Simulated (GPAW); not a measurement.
Input of a GPAW 26.7.0 run:

run.py

```python
from ase import Atoms
from ase.filters import FrechetCellFilter
from ase.io import write
from ase.optimize import BFGS
from ase.units import GPa
from gpaw import GPAW, PW, setup_paths

setup_paths.insert(0, '.')

atoms = Atoms(['Ti', 'Ti', 'O'],
              cell=[[2.9194, 0.0, 0.0],
                    [-1.4597, 2.5282745638, 0.0],
                    [0.0, 0.0, 4.713]],
              scaled_positions=[[0.3333333333, 0.6666666667, 0.72126],
                                [0.6666666667, 0.3333333333, 0.27874],
                                [0.0, 0.0, 0.0]],
              pbc=True)

calc = GPAW(mode=PW(800),
            xc='PBEsol',
            kpts={'size': (7, 7, 4), 'gamma': True},
            occupations={'name': 'fermi-dirac', 'width': 0.05},
            nbands=29,
            convergence={'density': 1e-05, 'forces': 0.0001},
            maxiter=150,
            txt='gpaw.txt')
atoms.calc = calc
opt = BFGS(FrechetCellFilter(atoms, scalar_pressure=5 * GPa), trajectory='relax.traj', logfile='-')
done = opt.run(fmax=0.02, steps=60)
calc.write('gs.gpw')
write('result.traj', atoms)
print('Converged:', done)
print('Cell:', atoms.cell.cellpar().round(4))
print('Volume:', round(atoms.get_volume(), 4))
print(atoms.get_scaled_positions().round(5))
```

Potentials or basis: PAW data sets generated in the run's folder for this functional, pw.

Run with:

```sh
$ gpaw-setup -f PBEsol O Ti
$ OMP_NUM_THREADS=1 python run.py
```

(1) What does it give for the band gap on the k mesh?

(2) Estimate the relaxed volume.

(3) Estimate the relaxed cell.

Answers

(1) none (metal or under the smearing width).

(2) 11.66 Å³/atom.

(3) a = 2.932 Å, b = 2.932 Å, c = 4.700 Å, α = 90.00°, β = 90.00°, γ = 120.00°.

Caveat: later steps reuse the first step's grids; semilocal functionals often make such compounds metallic where correlation or magnetic order opens a gap, which also shifts bond lengths.
